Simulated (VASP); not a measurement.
# Rh in VASP: work function with PBE

Aim: the work function of Rh with PBE.

Program: VASP 6.6.1. These are calculated values, not measurements. Logs are shortened: lines on timing, memory, paths and dates and some standing lists are left out, and cuts for length are marked.

### Step 1. The sheet as given

The cell holds a sheet with vacuum, 1 atom: a = 2.430 Å, b = 2.430 Å, c = 23.800 Å, α = 90.00°, β = 90.00°, γ = 93.94°.

The cell was built by a generator and needn't be a form met in nature.

### Step 2. Work function, PBE

File INCAR:

```
ALGO = Normal
DIPOL = 0.5 0.5 0.294
EDIFF = 1E-6
ENCUT = 520
GGA = PE
IDIPOL = 3
ISIF = 2
ISMEAR = 0
LASPH = T
LCHARG = T
LDIPOL = T
LELF = T
LREAL = F
LVACPOTAV = T
LVHAR = T
LWAVE = F
NELM = 60
PREC = Accurate
SIGMA = 0.05
```

File KPOINTS:

```
k-points
0
Gamma
  11 11 1
```

File POSCAR:

```
Rh
1.0
    2.4265300000      0.1231000000      0.0000000000
   -0.2893500000      2.4123600000      0.0000000000
    0.0000000000      0.0000000000     23.8000000000
Rh
1
Direct
    0.5000000000      0.5000000000      0.2941200000
```

Potentials or basis: VASP PAW PBE potentials, release 64 (Rh_pv).

Command:

```bash
cat potpaw_PBE.64/Rh_pv/POTCAR > POTCAR
mpirun -np 1 vasp_std > vasp.out
```

OUTCAR:

```text
EDIFF = 1E-6
   ENCUT = 520
   GGA = PE
   ISIF = 2
   ISMEAR = 0
   LASPH = T
   LREAL = F
   NELM = 60
   PREC = Accurate

 ion  position               nearest neighbor table
   1  0.500  0.500  0.294-

  LATTYP: Found a base centered orthorhombic cell.
 ALAT       =     3.3160361524
 B/A-ratio  =     1.0711588953
 C/A-ratio  =     7.1772438255

  Lattice vectors:

 A1 = (   2.4265300000,   0.1231000000,   0.0000000000)
 A2 = (  -0.2893500000,   2.4123600000,   0.0000000000)
 A3 = (   0.0000000000,   0.0000000000,  23.8000000000)

Analysis of symmetry for initial positions (statically):
=====================================================================
 Subroutine PRICEL returns:
 Original cell was already a primitive cell.

 Routine SETGRP: Setting up the symmetry group for a
 base centered orthorhombic supercell.

 Subroutine GETGRP returns: Found  8 space group operations
 (whereof  4 operations were pure point group operations)
 out of a pool of  8 trial point group operations.

The static configuration has the point symmetry C_2v.
 The point group associated with its full space group is D_2h.

Analysis of symmetry for dynamics (positions and initial velocities):
=====================================================================
 Subroutine PRICEL returns:
 Original cell was already a primitive cell.

 Routine SETGRP: Setting up the symmetry group for a
 base centered orthorhombic supercell.

 Subroutine GETGRP returns: Found  8 space group operations
 (whereof  4 operations were pure point group operations)
 out of a pool of  8 trial point group operations.

The dynamic configuration has the point symmetry C_2v.
 The point group associated with its full space group is D_2h.

 Subroutine INISYM returns: Found  8 space group operations
 (whereof  4 operations are pure point group operations),
 and found     1 'primitive' translations

----------------------------------------------------------------------------------------

                                     Primitive cell

  volume of cell :     140.1649

  direct lattice vectors                    reciprocal lattice vectors
     2.426530000  0.123100000  0.000000000     0.409618631  0.049131618  0.000000000
    -0.289350000  2.412360000  0.000000000    -0.020902375  0.412024697  0.000000000
     0.000000000  0.000000000 23.800000000     0.000000000  0.000000000  0.042016807

  length of vectors
     2.429650479  2.429651043 23.800000000     0.412554650  0.412554554  0.042016807

  position of ions in fractional coordinates (direct lattice)
     0.500000000  0.500000000  0.294120000

  ion indices of the primitive-cell ions
   primitive index   ion index
                 1           1

----------------------------------------------------------------------------------------

 KPOINTS: k-points

Automatic generation of k-mesh.
 Grid dimensions read from file:
 generate k-points for:   11   11    1

 Generating k-lattice:

  Cartesian coordinates                     Fractional coordinates (reciprocal lattice)
     0.037238057  0.004466511  0.000000000     0.090909091  0.000000000  0.000000000
    -0.001900216  0.037456791  0.000000000     0.000000000  0.090909091  0.000000000
     0.000000000  0.000000000  0.042016807     0.000000000  0.000000000  1.000000000

  Length of vectors
     0.037504968  0.037504959  0.042016807

  Shift w.r.t. Gamma in fractional coordinates (k-lattice)
     0.000000000  0.000000000  0.000000000

 Subroutine IBZKPT returns following result:
 ===========================================

 Found     36 irreducible k-points:

 Following reciprocal coordinates:
            Coordinates               Weight
  0.000000  0.000000  0.000000      1.000000
  0.090909 -0.000000  0.000000      4.000000
  0.181818  0.000000  0.000000      4.000000
  0.272727 -0.000000  0.000000      4.000000
  0.363636 -0.000000  0.000000      4.000000
  0.454545 -0.000000  0.000000      4.000000
[... 16 lines left out ...]
 -0.272727  0.181818  0.000000      4.000000
 -0.181818  0.181818  0.000000      2.000000
 [... further k-points ...]
   k-points           NKPTS =     36   k-points in BZ     NKDIM =     36   number of bands    NBANDS=     11
   number of dos      NEDOS =    301   number of ions     NIONS =      1
   total plane-waves  NPLWV =  58320
   dimension x,y,z NGX =    18 NGY =   18 NGZ =  180
   dimension x,y,z NGXF=    36 NGYF=   36 NGZF=  360
   ions per type =               1
   NGX,Y,Z   is equivalent  to a cutoff of  12.32, 12.32, 12.57 a.u.
   NGXF,Y,Z  is equivalent  to a cutoff of  24.63, 24.63, 25.15 a.u.
 SYSTEM =  unknown system
   PREC   = accura    normal or accurate (medium, high low for compatibility)
   ISTART =      0    job   : 0-new  1-cont  2-samecut
   ICHARG =      2    charge: 1-file 2-atom 10-const
   ISPIN  =      1    spin polarized calculation?
   LNONCOLLINEAR =      F non collinear calculations
   LSORBIT =      F    spin-orbit coupling
   LASPH  =      T    aspherical Exc in radial PAW
   ENCUT  =  520.0 eV  38.22 Ry    6.18 a.u.   4.52  4.52 44.25*2*pi/ulx,y,z
   NELM   =     60;   NELMIN=  2; NELMDL= -5     # of ELM steps
   EDIFF  = 0.1E-05   stopping-criterion for ELM
   LREAL  =      F    real-space projection
[... 7 lines left out ...]
   TEBEG  =    0.0;   TEEND  =   0.0 temperature during run
   PSTRESS=    0.0 pullay stress
   NELECT =      15.0000    total number of electrons
   NUPDOWN=      -1.0000    fix difference up-down
   EMIN   =  10.00;   EMAX   =-10.00  energy-range for DOS
[... 5 lines left out ...]
     AMIX     =   0.40;   BMIX     =  1.00
     AMIX_MAG =   1.60;   BMIX_MAG =  1.00
  volume/ion in A,a.u.               =     140.16       945.88
  Fermi-wavevector in a.u.,A,eV,Ry     =   0.777247  1.468783  8.219445  0.604112
  Thomas-Fermi vector in A             =   1.879894
   LORBIT       =      0    0 simple, 1 ext, 2 COOP (PROOUT), +10 PAW based schemes
   GGA     = PE    functional components
[... 5 lines left out ...]
 non-spin polarized calculation
 Gauss-broadening in eV      SIGMA  =   0.05
  energy-cutoff  :      520.00
  volume of cell :      140.16
 maximum number of plane-waves:      3845
 NGX is ok and might be reduce to    18
   NGX =  9   NGY =  9   NGZ = 89

 dipolmoment           0.000000      0.000000     -0.000001 electrons x Angstroem

 number of electron      15.0000001 magnetization

 dipolmoment           0.000000      0.000000      0.000002 electrons x Angstroem

 Free energy of the ion-electron system (eV)
  ---------------------------------------------------
  ext. energy  EPLUGINS =         0.00000000
  ---------------------------------------------------
  free energy    TOTEN  =        -5.41154717 eV

  energy without entropy =       -5.40810267  energy(sigma->0) =       -5.40982492

 E-fermi :  -3.7841     XC(G=0):  -2.1344

 val. band max:       -3.7916741985   @ k =   0.2727   0.0909   0.0000
 cond. band min:      -3.7777924439   @ k =   0.0909   0.0909   0.0000
 fundamental gap:      0.0138817547
 Fermi energy:        -3.7841483491

 k-point     1 :       0.0000    0.0000    0.0000
  band No.  band energies     occupation
      1     -49.7391      2.00000
      2     -49.7291      2.00000
      3     -49.7274      2.00000
      4      -9.4050      2.00000
      5      -9.2366      2.00000
      6      -5.8913      2.00000
      7      -3.5971      0.00000
      8      -3.4693      0.00000
      9      -2.6484      0.00000
     10      -2.4464      0.00000
     11       1.4416      0.00000

 k-point     2 :       0.0909   -0.0000    0.0000
  band No.  band energies     occupation
      1     -49.8196      2.00000
      2     -49.7271      2.00000
      3     -49.7182      2.00000
      4      -9.2408      2.00000
      5      -8.8923      2.00000
      6      -5.7781      2.00000
      7      -4.2822      2.00000
      8      -3.5002      0.00000
      9      -2.8709      0.00000
     10      -1.7589      0.00000
     11       1.6451      0.00000

 k-point     3 :       0.1818    0.0000    0.0000
  band No.  band energies     occupation
      1     -50.0455      2.00000
      2     -49.7086      2.00000
      3     -49.6938      2.00000
      4      -9.0122      2.00000
      5      -7.6831      2.00000
      6      -5.4488      2.00000
      7      -5.3821      2.00000
      8      -3.4293      0.00000
      9      -3.4249      0.00000
     10      -0.6936      0.00000
     11       2.2542      0.00000

 k-point     4 :       0.2727   -0.0000    0.0000
  band No.  band energies     occupation
      1     -50.3345      2.00000
      2     -49.6841      2.00000
      3     -49.6615      2.00000
      4      -8.7244      2.00000
      5      -6.3866      2.00000
      6      -5.9151      2.00000
      7      -4.8916      2.00000
      8      -4.0667      2.00000
      9      -3.3316      0.00000
     10       0.5532      0.00000
     11       3.2630      0.00000

 k-point     5 :       0.3636   -0.0000    0.0000
  band No.  band energies     occupation
      1     -50.5935      2.00000
      2     -49.6614      2.00000
      3     -49.6318      2.00000
      4      -8.4599      2.00000
      5      -7.1362      2.00000
      6      -4.7837      2.00000
      7      -4.5252      2.00000
      8      -3.4124      0.00000
      9      -3.2393      0.00000
     10       2.0160      0.00000
     11       4.6297      0.00000

 k-point     6 :       0.4545   -0.0000    0.0000
  band No.  band energies     occupation
      1     -50.7447      2.00000
      2     -49.6479      2.00000
      3     -49.6140      2.00000
      4      -8.3053      2.00000
      5      -7.5343      2.00000
      6      -4.9107      2.00000
      7      -4.2840      2.00000
      8      -3.1834      0.00000
      9      -1.6283      0.00000
     10       3.5026      0.00000
     11       4.4144      0.00000

 k-point     7 :       0.0909    0.0909    0.0000
  band No.  band energies     occupation
      1     -49.8184      2.00000
      2     -49.8097      2.00000
      3     -49.7089      2.00000
      4      -8.8342      2.00000
      5      -8.7858      2.00000
      6      -5.6537      2.00000
      7      -4.5763      2.00000
      8      -3.7778      0.85733
      9      -2.9930      0.00000
     10      -1.2097      0.00000
     11       1.8768      0.00000

 k-point     8 :       0.1818    0.0909    0.0000
  band No.  band energies     occupation
      1     -50.0403      2.00000
      2     -49.7959      2.00000
      3     -49.6843      2.00000
      4      -8.6170      2.00000
      5      -7.5948      2.00000
      6      -5.4211      2.00000
      7      -5.3329      2.00000
      8      -3.8774      1.99168
      9      -3.4467      0.00000
     10      -0.2084      0.00000
     11       2.5156      0.00000
[... 141 lines left out ...]
 k-point    19 :       0.3636    0.1818    0.0000
  band No.  band energies     occupation
      1     -50.5613      2.00000
      2     -49.9645      2.00000
      3     -49.5994      2.00000
      4      -7.2543      2.00000
      5      -6.8881      2.00000
      6      -6.1262      2.00000
      7      -4.5781      2.00000
      8      -4.4536      2.00000
      9      -1.4214      0.00000
     10       3.4520      0.00000
     11       5.7313      0.00000

 k-point    20 :       0.4545    0.1818    0.0000
  band No.  band energies     occupation
      1     -50.7087      2.00000
      2     -49.9458      2.00000
      3     -49.5825      2.00000
      4      -7.2552      2.00000
      5      -7.2049      2.00000
      6      -6.3666      2.00000
      7      -4.4505      2.00000
      8      -4.0370      2.00000
      9       0.6522      0.00000
     10       4.7033      0.00000
     11       5.0149      0.00000

 k-point    21 :      -0.4545    0.1818    0.0000
  band No.  band energies     occupation
      1     -50.7065      2.00000
      2     -49.9421      2.00000
      3     -49.5830      2.00000
      4      -7.2459      2.00000
      5      -7.0738      2.00000
      6      -6.6091      2.00000
      7      -4.4054      2.00000
      8      -4.0452      2.00000
      9       0.3072      0.00000
     10       4.6015      0.00000
     11       5.1428      0.00000

 k-point    22 :      -0.3636    0.1818    0.0000
  band No.  band energies     occupation
      1     -50.5555      2.00000
      2     -49.9546      2.00000
      3     -49.6008      2.00000
      4      -6.9963      2.00000
      5      -6.8585      2.00000
      6      -6.6529      2.00000
      7      -4.4629      2.00000
      8      -4.4529      2.00000
      9      -1.9348      0.00000
     10       2.9896      0.00000
     11       5.2951      0.00000

 k-point    23 :      -0.2727    0.1818    0.0000
  band No.  band energies     occupation
      1     -50.2995      2.00000
      2     -49.9785      2.00000
      3     -49.6302      2.00000
      4      -7.2519      2.00000
      5      -6.5002      2.00000
      6      -6.1718      2.00000
      7      -5.1455      2.00000
      8      -4.5711      2.00000
      9      -3.6767      0.00238
     10       1.5944      0.00000
     11       3.9313      0.00000

 k-point    24 :      -0.1818    0.1818    0.0000
  band No.  band energies     occupation
      1     -50.0349      2.00000
      2     -49.9871      2.00000
      3     -49.6617      2.00000
      4      -7.5248      2.00000
      5      -7.4742      2.00000
      6      -5.4846      2.00000
      7      -5.2875      2.00000
      8      -4.4904      2.00000
      9      -4.1507      2.00000
     10       0.4813      0.00000
     11       2.9656      0.00000

 [... further k-points ...]

------------------------ aborting loop because EDIFF is reached ----------------------------------------

  FORCE on cell =-STRESS in cart. coord.  units (eV):
  Direction    XX          YY          ZZ          XY          YZ          ZX
  --------------------------------------------------------------------------------------
  -------------------------------------------------------------------------------------
  Total       -0.0098339      0.0153859     -0.0084217      0.0734329      0.0000000      0.0000000
  in kB       -0.1124084      0.1758714     -0.0962651      0.8393861      0.0000000      0.0000000
  external PRESSURE =      -0.0109340 kB  Pullay stress =       0.0000000 kB

 VOLUME and BASIS-vectors are now :
 -----------------------------------------------------------------------------
  energy-cutoff  :      520.00
  volume of cell :      140.16
      direct lattice vectors                 reciprocal lattice vectors
     2.426530000  0.123100000  0.000000000     0.409618631  0.049131618  0.000000000
    -0.289350000  2.412360000  0.000000000    -0.020902375  0.412024697  0.000000000
     0.000000000  0.000000000 23.800000000     0.000000000  0.000000000  0.042016807

 POSITION                                       TOTAL-FORCE (eV/Angst)
 -----------------------------------------------------------------------------------
      1.06859      1.26773      7.00006        -0.000000      0.000000      0.000000
 -----------------------------------------------------------------------------------
    total drift:                                0.000000      0.000000      0.000083

  FREE ENERGIE OF THE ION-ELECTRON SYSTEM (eV)
  ---------------------------------------------------
  free  energy   TOTEN  =        -5.4115471716 eV

  energy  without entropy=       -5.4081026671  energy(sigma->0) =       -5.40982492

 vacuum level on the upper side and lower side of the slab         1.742         1.742
```

Run time: 61 s. Hardware: 1 thread of AMD EPYC 7R13 (Zen 3), shared host; peak memory 0.21 GiB.

Results:

* Free energy: -5.4115 eV
* Band gap on the k mesh: none (metal or under the smearing width)
* Work function of the upper face: 5.53 eV
* Work function of the lower face: 5.53 eV

Levels at points of the mesh, in eV from the Fermi level:
| k point | band 5 | band 6 | band 7 | band 8 | band 9 | band 10 |
| --- | --- | --- | --- | --- | --- | --- |
| (0.00, 0.00, 0.00) | -5.45 | -2.11 | 0.19 | 0.31 | 1.14 | 1.34 |

### Step 3. For comparison

An earlier run on the cell as given: functional PBE; potentials or basis VASP PAW PBE potentials, release 64 (Rh_pv); cutoff 520 eV; k mesh 11 × 11 × 1; occupations fermi-dirac, width 0.05 eV; no spin polarisation.

- Band gap on the k mesh: none (metal or under the smearing width)
